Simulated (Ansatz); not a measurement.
ZrC:

```
CELL_PARAMETERS angstrom
0.00000 2.36500 2.36500
2.36500 0.00000 2.36500
2.36500 2.36500 0.00000
ATOMIC_POSITIONS crystal
Zr 0.50000 0.50000 0.50000
C 0.00000 0.00000 0.00000
```

```yaml
Program: Ansatz 0.2.0
Task: relaxation of cell and atoms
Functional: r2SCAN
Dispersion: D4
Potentials_or_basis: all-electron PAW datasets made for the crystal
k_mesh: 10 × 10 × 10
Occupations: fermi-dirac, width 0.025 eV
Spin: collinear spin, ferromagnetic start
Starting_moments: "[0.5, 0.0] μB"
```

At the start: volume 13.23 Å³/atom.

Where does the relaxation end?

Over 4 steps the energy falls by 2.5 meV/atom and the volume is 13.01 Å³/atom (-1.6 %); space group Fm-3m (No. 225, to 0.05 Å); moment 0.00 μB per cell.

Step by step:
| step | energy change (eV) | largest force (eV/Å) | volume (Å³) |
| --- | --- | --- | --- |
| 1 | 0.0000 | 0.0000 | 26.46 |
| 2 | -0.0050 | 0.0000 | 26.04 |
| 3 | -0.0050 | 0.0000 | 26.03 |
| 4 | -0.0050 | 0.0000 | 26.03 |

Final structure:
```yaml
crystal:
  lattice:
    - [0.00000, 2.35211, 2.35211]
    - [2.35211, 0.00000, 2.35211]
    - [2.35211, 2.35211, 0.00000]
  atoms:
    - { symbol: Zr, position: [0.50000, 0.50000, 0.50000] }
    - { symbol: C, position: [0.00000, 0.00000, 0.00000] }
```

Caveat: the program listed the state as in doubt; the starting moments weren't kept.
